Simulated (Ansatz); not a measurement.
# Ta2Si: the cost of one run

Program: Ansatz 0.2.0. Level of theory: DFT PBEsol, scalar-relativistic, plane waves, PAW. These are calculated values, not measurements.

1 further run of the same task is left out (set aside as unsound or not needed).

**1. The system as given**

Symmetry: I4/mcm, No. 140, tetragonal system. Conventional cell: a = 6.137 Å, b = 6.137 Å, c = 5.040 Å, α = 90.00°, β = 90.00°, γ = 90.00°. Ta (site symmetry m2m) has 4 Si at 2.62 Å and 3 Ta at 2.83 to 2.94 Å as nearest neighbours. Si (site symmetry 422) has 2 Si at 2.52 Å and 8 Ta at 2.62 Å as nearest neighbours.

Structure file:

```cif
data_structure
_symmetry_space_group_name_H-M 'I4/mcm'
_symmetry_Int_Tables_number 140
_cell_length_a 6.1368
_cell_length_b 6.1368
_cell_length_c 5.0398
_cell_angle_alpha 90.000
_cell_angle_beta 90.000
_cell_angle_gamma 90.000
_cell_volume 189.80
loop_
_atom_site_label
_atom_site_type_symbol
_atom_site_symmetry_multiplicity
_atom_site_Wyckoff_symbol
_atom_site_fract_x
_atom_site_fract_y
_atom_site_fract_z
_atom_site_occupancy
Ta1 Ta 8 h 0.33693 0.16307 0.50000 1
Si1 Si 4 a 0.00000 0.00000 0.25000 1
```

It goes back to an entry of the Materials Project, which need not be the stable form.

It is the result of an earlier relaxation at this level (volume 15.82 Å³/atom; gap on the mesh: none (metal)).

**2. Static run: bands, density of states and charges**

input.yaml reads:

```yaml
crystal:
  lattice:
    - [-3.068376719, 3.068376719, 2.5198993623]
    - [3.068376719, -3.068376719, 2.5198993623]
    - [3.068376719, 3.068376719, -2.5198993623]
  atoms:
    - { symbol: Ta, position: [0.6630661939, 0.8369338061, 0.5] }
    - { symbol: Ta, position: [0.8369338061, 0.3369338061, 0.1738676123] }
    - { symbol: Ta, position: [0.3369338061, 0.1630661939, 0.5] }
    - { symbol: Ta, position: [0.1630661939, 0.6630661939, 0.8261323877] }
    - { symbol: Si, position: [0.25, 0.25, 0.0] }
    - { symbol: Si, position: [0.75, 0.75, 0.0] }
basis:
  ecutwfc: 420
kpoints:
  mp_grid: { grid: [10, 10, 10] }
  band_path:
    path:
      - [[0.0, 0.0, 0.0], [0.0, 0.0, 0.5], [-0.5, 0.5, 0.5], [0.0, 0.0, 0.0], [0.41861222, 0.41861222, -0.41861222]]
      - [[-0.41861222, 0.58138778, 0.41861222], [-0.5, 0.5, 0.5]]
      - [[0.0, 0.0, 0.5], [0.25, 0.25, 0.25], [0.0, 0.5, 0.0], [0.0, 0.0, 0.0]]
    npoints: 14
hamiltonian:
  xc: pbesol
scf:
  occupations: { method: gaussian, width: 0.1 }
  n_extra_bands: 15
output:
  forces: true
  stress: true
  eigenvalues: true
  populations: true
  dos: { projected: true, de: 0.02, nscf_kmesh: { grid: [15, 15, 15] } }
  bader: true
  write_density: true
  write_potential: true
  elf: true
  volumetric_format: npy
```

Run with:

```bash
$ ansatz run input.yaml --threads 1 --pin off --max-ram 2560MiB --backend cpu --events-out ev --progress --plain --runs-dir out
```

Q: Estimate wall time and peak memory on 1 thread of Arm Neoverse V1, shared host.

About 2.5 min, with a peak of 0.87 GiB.
